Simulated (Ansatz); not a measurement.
Zinc-blende ZnTe, treated with LDA (PAW; Ansatz, a program for electronic structure).

Run with plane-wave cutoff 520 eV, 10×10×10 k mesh, scalar-relativistic PAW data made under PBE.

Cell (relaxed at this level):

```
ZnTe
1.0
    0.00000     2.99729     2.99729
    2.99729     0.00000     2.99729
    2.99729     2.99729     0.00000
Zn Te
1 1
Cartesian
  0.00000   0.00000   0.00000
  4.49594   4.49594   4.49594
```

**Question.** Predict the Young modulus, Voigt–Reuss–Hill bulk modulus, elastic constant C44, elastic constant C12, Poisson ratio and elastic constant C11.

**Answer.** 
- Young modulus: 68.0 GPa
- Voigt–Reuss–Hill bulk modulus: 55.5 GPa
- elastic constant C44: 35.2 GPa
- elastic constant C12: 44.2 GPa
- Poisson ratio: 0.296
- elastic constant C11: 78.1 GPa

Measured, for comparison: elastic constant C44 31.3 GPa, elastic constant C12 40.7 GPa, elastic constant C11 71.1 GPa (temperature not stated, not corrected to a static lattice; as tabulated in Oses et al. (2018), arXiv:1811.08464). Computed (rounded) less measured: elastic constant C44 +12 %, elastic constant C12 +9 %, elastic constant C11 +10 %. A static lattice is as a rule a little smaller and stiffer than an uncorrected measurement, which can account for part of this.

Elastic constants are with the ions relaxed.

Spin–orbit coupling is not included.

The result took about 9 core-minutes (a rough figure).
